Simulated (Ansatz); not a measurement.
# HgTe (Coloradoite) (F-43m) in Ansatz: further runs

Runs on HgTe (Coloradoite). Level: LDA. Tasks: single point, equation of state.

Program: Ansatz 0.2.0. These are calculated values, not measurements. Logs are shortened: lines on timing, memory, paths and dates and some standing lists are left out, and cuts for length are marked.

**Experimental background.**

From a printed reference work, monograph, for a bulk crystal of HgTe: bulk modulus 43 GPa.

The results are compared with them further down.

## 1. The structure

The structure is cubic, space group F-43m (No. 216). Conventional cell: a = 6.429 Å, b = 6.429 Å, c = 6.429 Å, α = 90.00°, β = 90.00°, γ = 90.00°. Hg (site symmetry -43m) has 4 Te at 2.78 Å as nearest neighbours. Te (site symmetry -43m) is surrounded by 4 Hg at 2.78 Å.

## 2. Single point, LDA, 31.22 Å³/atom (volume scaled by 0.94)

input.yaml

```yaml
crystal:
  lattice:
    - [0.0, 3.1488795465, 3.1488795465]
    - [3.1488795465, 0.0, 3.1488795465]
    - [3.1488795465, 3.1488795465, 0.0]
  atoms:
    - { symbol: Hg, position: [0.0, 0.0, 0.0] }
    - { symbol: Te, position: [0.75, 0.75, 0.75] }
hamiltonian:
  xc: lda
  pseudopotentials: { kind: paw }
kpoints:
  mp_grid: { grid: [7, 7, 7] }
scf:
  occupations: { method: fermi_dirac, width: 0.05 }
output:
  forces: true
  stress: true
  eigenvalues: true
```

Potentials or basis: Ansatz PAW.

Started as:

```bash
> ansatz run input.yaml --threads 2 --pin off --max-ram 5120MiB --backend cpu --events-out ev --progress --plain --runs-dir out
```

What it wrote:

```text
Warning: RAYON_NUM_THREADS=2 ignored (pool sized by the plan → 2); use --threads N
Engine: ansatz 0.2.0, x86_64-unknown-linux-gnu
Pseudopotentials: kind: paw
Pseudopotential: Hg, paw, valence charge 20, recommended cutoff 420 eV (normal), Hg.paw.azcp
Pseudopotential: Te, paw, valence charge 16, recommended cutoff 420 eV (normal), Te.paw.azcp
Functional definition: SPW92
  exchange = slater_x
  correlation = pw_c
Crystal: 2 atoms, lattice volume = 62.445 Å³
Basis set: ecut = 420 eV, 1243 PW (Γ)
Bands: 22, of which v1, the nominal top of the filled ones, is band 18 counted from 1 (17 counted from 0)
Symmetry: 24 space group operations
Space group: F-43m (ITA 216), of the structure as read, at distance tolerance 4.0e-5 Å
k-points: 20 of 343 (time reversal used)
Non-local potential: Hg, projectors of the file, l = 0: 3, l = 1: 2, l = 2: 2, l = 3: 1
Non-local potential: Te, projectors of the file, l = 0: 2, l = 1: 2, l = 2: 2, l = 3: 2
PAW form: soft (Blöchl's): semilocal exchange-correlation on the pseudo side does not see the compensation charge
PAW frozen core: Hg, regenerated for the run's functional, and the local potential with it (the file was generated under x = pbe(κ = 0.804, μ = 0.2195149727645171), c = pbe(β = 0.06672455060314922))
PAW frozen core: Te, regenerated for the run's functional, and the local potential with it (the file was generated under x = pbe(κ = 0.804, μ = 0.2195149727645171), c = pbe(β = 0.06672455060314922))
PAW one-centre angular grid: Hg, 590 points (default); XC on 64 Gauss nodes
PAW one-centre angular grid: Te, 590 points (default); XC on 64 Gauss nodes
Initial density: superposition of atomic densities (neutral atoms: chi_scale 0, normalization atom), corrected by the library's trained network
Initial wavefunctions: pseudopotential atomic-orbital guess
Functional: x = slater, c = lda
SCF iter   1: F=—  HF=-20349.840795 eV  |F-HF|=—  |Δ(HF+E_count)|=         —  Δρ=4.55e-3  dr2=7.81e-3  ethr=1.77e-3  ⟨swp⟩=6.0  Hψ=2082  notcnv=0
preconditioner: auto → none  [insulator: Δε(μ)=0.573 eV  Ē_g=10.894 eV  σ=0.050 eV  W_gap=0.68  n_scr=14 (ndim 8)  ℏωp=19.9 eV  f_vac=0.163  D(μ)=0.08/eV (n_scr^D=0)  ε∞_Penn≈4.3]
SCF iter   2: F=—  HF=-20349.838038 eV  |F-HF|=—  |Δ(HF+E_count)|=   2.76e-3  Δρ=1.94e-3  dr2=7.80e-4  ethr=2.17e-5  ⟨swp⟩=2.0  Hψ=951  notcnv=0
SCF iter   3: F=—  HF=-20349.838053 eV  |F-HF|=—  |Δ(HF+E_count)|=   1.48e-5  Δρ=6.59e-4  dr2=1.00e-4  ethr=2.17e-6  ⟨swp⟩=1.0  Hψ=440  notcnv=0
SCF iter   4: F=—  HF=-20349.838056 eV  |F-HF|=—  |Δ(HF+E_count)|=   2.79e-6  Δρ=5.93e-5  dr2=3.20e-6  ethr=2.79e-7  ⟨swp⟩=1.6  Hψ=535  notcnv=0
SCF iter   5: F=—  HF=-20349.838062 eV  |F-HF|=—  |Δ(HF+E_count)|=   5.97e-6  Δρ=1.78e-5  dr2=1.13e-7  ethr=8.88e-9  ⟨swp⟩=2.1  Hψ=636  notcnv=0
SCF iter   6: F=-20349.838062 eV  HF=-20349.838062 eV  |F-HF|=1.09e-11  |Δ(HF+E_count)|=   2.82e-8  Δρ=3.16e-6  dr2=3.07e-9  ethr=2.78e-10  ⟨swp⟩=5.5  Hψ=1683  notcnv=0
SCF 1 converged in 6 iterations: F = -20349.838062 eV  dr2 = 3.07e-9
SCF converged after 6 iterations
Free energy (F): -20349.838062 eV
Harris-Foulkes:  -20349.838062 eV  (|F-HF|=1.09e-11)
Internal energy: -20349.837430 eV  (E = F + TS)
E sigma→0 (E₀):  -20349.837746 eV
Entropy (-TS):   -0.000631 eV (-0.316 meV/atom)
Fermi energy:    9.765516 eV
--- Per-component energies (eV) ---
  E_band       = -748.182796
  E_kinetic    = 787.951936
  E_local      = -4646.769368  (includes V_loc(G=0)·N_el)
  E_nonlocal   = -224.681808
  E_hartree    = 2266.502069
  E_xc         = -343.791714
  E_vxc        = -368.184389  (∫ρ·V_xc dr)
  E_paw        = -14165.075761  (= ΣΔE_a)
  E_vpaw       = -829.505909  (= ΣTr[D̂ρ^β])
  E_aug_tail   = 0.000642  (compensation charges beyond the density's cutoff)
  E_ewald      = -4025.228181
  E_core_change = 1.254754  (= ΣΔE_core)
  E_smearing   = -0.000631  (= −TS)
  E_closure    = 0.000000  (closes the sum)
  Σ components = -20349.838062   (vs F -20349.838062, Δ=0.00e0)
--- Forces (eV/Å), atoms counted from 1 ---
  atom   1  Hg    -0.00000000     0.00000000    -0.00000000
  atom   2  Te     0.00000000    -0.00000000    -0.00000000
  max |Σ_I F_I| component: 9.71e-17 eV/Å
--- Stress (GPa, compression-positive) ---
        3.649337      -0.000000      -0.000000
        0.000000       3.649337       0.000000
       -0.000000       0.000000       3.649337
  P = ⅓ Tr σ = 3.6493 GPa (36.493 kbar)
--- Band table (eV; the first three rows and the last of 20) ---
  k-point 0: bands = ["-105.7143", "-54.0208", "-54.0208", "-54.0208", "-27.1913", "-27.1913", "-27.1913", "-27.1784", "-27.1784", "-2.9482", "1.8928", "1.8928", "1.8928", "2.5266", "2.5266", "8.9933", "9.7279", "9.7279", "9.7279", "13.7696", "13.7696", "13.7696"]
  k-point 1: bands = ["-105.7143", "-54.0208", "-54.0208", "-54.0208", "-27.1914", "-27.1912", "-27.1912", "-27.1783", "-27.1783", "-2.8317", "1.9255", "1.9255", "1.9260", "2.5229", "2.5229", "7.5376", "9.4614", "9.4614", "10.4425", "13.7326", "14.1001", "14.1001"]
  k-point 2: bands = ["-105.7143", "-54.0209", "-54.0208", "-54.0208", "-27.1917", "-27.1911", "-27.1911", "-27.1782", "-27.1782", "-2.5521", "1.9915", "1.9915", "2.1145", "2.5270", "2.5270", "5.6244", "8.9613", "8.9613", "10.4721", "14.5561", "14.5561", "14.9487"]
  k-point 19: bands = ["-105.7143", "-54.0210", "-54.0209", "-54.0209", "-27.1919", "-27.1913", "-27.1906", "-27.1783", "-27.1778", "-2.0528", "2.1234", "2.2061", "2.4381", "2.5018", "3.1650", "3.7659", "6.3978", "7.2237", "12.5800", "14.0222", "15.3141", "16.1563"]
```

Run time: 2.6 s. Hardware: 2 threads of Intel Xeon at 2.50GHz (Skylake/Cascade Lake), shared host; peak memory 0.36 GiB.

Results:

* Free energy: -20349.8381 eV
* Pressure: 3.6 GPa
* Band gap on the k mesh: none (metal or under the smearing width)

Caveat: the PAW data sets come from PBE, with cores solved anew for the run's functional, which leaves a small shift of forces and pressure.

## 3. Single point, LDA, 31.89 Å³/atom (volume scaled by 0.96)

Changes to input.yaml since step 2:

```diff
@@ -2,5 +2,5 @@
   lattice:
-    - [0.0, 3.1488795465, 3.1488795465]
-    - [3.1488795465, 0.0, 3.1488795465]
-    - [3.1488795465, 3.1488795465, 0.0]
+    - [0.0, 3.1710554852, 3.1710554852]
+    - [3.1710554852, 0.0, 3.1710554852]
+    - [3.1710554852, 3.1710554852, 0.0]
   atoms:
```

Potentials or basis: Ansatz PAW.

Started as:

```bash
> ansatz run input.yaml --threads 2 --pin off --max-ram 5120MiB --backend cpu --events-out ev --progress --plain --runs-dir out
```

Wall time 3.2 s (2 threads of Intel Xeon at 2.50GHz (Skylake/Cascade Lake), shared host); peak memory 0.35 GiB.

Results (log left out):

| Quantity | Value |
| --- | --- |
| Free energy | -20349.8628 eV |
| Pressure | 2.3 GPa |
| Band gap on the k mesh | none (metal or under the smearing width) |

Caveat: the PAW data sets come from PBE, with cores solved anew for the run's functional, which leaves a small shift of forces and pressure.

## 4. Single point, LDA, 32.55 Å³/atom (volume scaled by 0.98)

Changes to input.yaml since step 3:

```diff
@@ -2,5 +2,5 @@
   lattice:
-    - [0.0, 3.1710554852, 3.1710554852]
-    - [3.1710554852, 0.0, 3.1710554852]
-    - [3.1710554852, 3.1710554852, 0.0]
+    - [0.0, 3.1929255244, 3.1929255244]
+    - [3.1929255244, 0.0, 3.1929255244]
+    - [3.1929255244, 3.1929255244, 0.0]
   atoms:
@@ -19 +19,5 @@
   eigenvalues: true
+  write_density: true
+  write_potential: true
+  elf: true
+  volumetric_format: npy
```

Started as:

```bash
> ansatz run input.yaml --threads 2 --pin off --max-ram 5120MiB --backend cpu --events-out ev --progress --plain --runs-dir out
```

It took 4.4 s on 2 threads of Intel Xeon at 2.50GHz (Skylake/Cascade Lake), shared host; peak memory 0.36 GiB.

It converged, with:

- Free energy: -20349.8773 eV
- Pressure: 1.2 GPa
- Band gap on the k mesh: none (metal or under the smearing width)

Caveat: the PAW data sets come from PBE, with cores solved anew for the run's functional, which leaves a small shift of forces and pressure.

## 5. Single point, LDA, 33.22 Å³/atom

input.yaml

```yaml
crystal:
  lattice:
    - [0.0, 3.2145, 3.2145]
    - [3.2145, 0.0, 3.2145]
    - [3.2145, 3.2145, 0.0]
  atoms:
    - { symbol: Hg, position: [0.0, 0.0, 0.0] }
    - { symbol: Te, position: [0.75, 0.75, 0.75] }
hamiltonian:
  xc: lda
  pseudopotentials: { kind: paw }
kpoints:
  mp_grid: { grid: [7, 7, 7] }
scf:
  occupations: { method: fermi_dirac, width: 0.05 }
output:
  forces: true
  stress: true
  eigenvalues: true
```

Started as:

```bash
> ansatz run input.yaml --threads 2 --pin off --max-ram 5120MiB --backend cpu --events-out ev --progress --plain --runs-dir out
```

Wall time 3.2 s (2 threads of Intel Xeon at 2.50GHz (Skylake/Cascade Lake), shared host); peak memory 0.36 GiB.

Results (log left out):

```yaml
Free_energy: -20349.8828 eV
Pressure: 0.2 GPa
Band_gap_on_the_k_mesh: none (metal or under the smearing width)
```

Caveat: the PAW data sets come from PBE, with cores solved anew for the run's functional, which leaves a small shift of forces and pressure.

## 6. Single point, LDA, 33.88 Å³/atom (volume scaled by 1.02)

Changes to input.yaml since step 5:

```diff
@@ -2,5 +2,5 @@
   lattice:
-    - [0.0, 3.2145, 3.2145]
-    - [3.2145, 0.0, 3.2145]
-    - [3.2145, 3.2145, 0.0]
+    - [0.0, 3.2357886999, 3.2357886999]
+    - [3.2357886999, 0.0, 3.2357886999]
+    - [3.2357886999, 3.2357886999, 0.0]
   atoms:
@@ -19 +19,5 @@
   eigenvalues: true
+  write_density: true
+  write_potential: true
+  elf: true
+  volumetric_format: npy
```

Potentials or basis: Ansatz PAW.

Started as:

```bash
> ansatz run input.yaml --threads 2 --pin off --max-ram 5120MiB --backend cpu --events-out ev --progress --plain --runs-dir out
```

It took 4.2 s on 2 threads of Intel Xeon at 2.50GHz (Skylake/Cascade Lake), shared host; peak memory 0.37 GiB.

The run converged. Its results:

```yaml
Free_energy: -20349.8803 eV
Pressure: -0.7 GPa
Band_gap_on_the_k_mesh: none (metal or under the smearing width)
```

Caveat: the PAW data sets come from PBE, with cores solved anew for the run's functional, which leaves a small shift of forces and pressure.

## 7. Single point, LDA, 34.54 Å³/atom (volume scaled by 1.04)

input.yaml

```yaml
crystal:
  lattice:
    - [0.0, 3.2568009036, 3.2568009036]
    - [3.2568009036, 0.0, 3.2568009036]
    - [3.2568009036, 3.2568009036, 0.0]
  atoms:
    - { symbol: Hg, position: [0.0, 0.0, 0.0] }
    - { symbol: Te, position: [0.75, 0.75, 0.75] }
hamiltonian:
  xc: lda
  pseudopotentials: { kind: paw }
kpoints:
  mp_grid: { grid: [7, 7, 7] }
scf:
  occupations: { method: fermi_dirac, width: 0.05 }
output:
  forces: true
  stress: true
  eigenvalues: true
```

Started as:

```bash
> ansatz run input.yaml --threads 2 --pin off --max-ram 5120MiB --backend cpu --events-out ev --progress --plain --runs-dir out
```

It took 3.4 s on 2 threads of Intel Xeon at 2.50GHz (Skylake/Cascade Lake), shared host; peak memory 0.36 GiB.

It converged, with:

```
Free energy            : -20349.8707 eV
Pressure               : -1.5 GPa
Band gap on the k mesh : none (metal or under the smearing width)
```

Caveat: the PAW data sets come from PBE, with cores solved anew for the run's functional, which leaves a small shift of forces and pressure.

## 8. Single point, LDA, 35.21 Å³/atom (volume scaled by 1.06)

Changes to input.yaml since step 7:

```diff
@@ -2,5 +2,5 @@
   lattice:
-    - [0.0, 3.2568009036, 3.2568009036]
-    - [3.2568009036, 0.0, 3.2568009036]
-    - [3.2568009036, 3.2568009036, 0.0]
+    - [0.0, 3.2775454177, 3.2775454177]
+    - [3.2775454177, 0.0, 3.2775454177]
+    - [3.2775454177, 3.2775454177, 0.0]
   atoms:
```

Started as:

```bash
> ansatz run input.yaml --threads 2 --pin off --max-ram 5120MiB --backend cpu --events-out ev --progress --plain --runs-dir out
```

Run time: 3.6 s. Hardware: 2 threads of Intel Xeon at 2.50GHz (Skylake/Cascade Lake), shared host; peak memory 0.36 GiB.

The run converged. Its results:

```
Free energy            : -20349.8549 eV
Pressure               : -2.3 GPa
Band gap on the k mesh : none (metal or under the smearing width)
```

Caveat: the PAW data sets come from PBE, with cores solved anew for the run's functional, which leaves a small shift of forces and pressure.

## 9. Equation of state, LDA

Potentials or basis: Ansatz PAW.

No new run: the results of the series are fitted here.

Results:

| Quantity | Value |
| --- | --- |
| Equilibrium volume | 33.33 Å³/atom |
| Bulk modulus | 47 GPa |
| Pressure derivative of the bulk modulus | 5.2 |

Energy against volume, from the lowest point:
| volume (Å³/atom) | energy (meV/atom) |
| --- | --- |
| 31.223 | 22.38 |
| 31.887 | 10.01 |
| 32.551 | 2.74 |
| 33.215 | 0.00 |
| 33.880 | 1.26 |
| 34.544 | 6.05 |
| 35.208 | 13.97 |

## 10. Against experiment

Step 9. Against the measured bulk modulus of HgTe, 43 GPa (a printed reference work, monograph), the calculated 47 GPa is off by +10.1 %. The fit is for a static lattice scaled at fixed shape and fixed fractional positions.
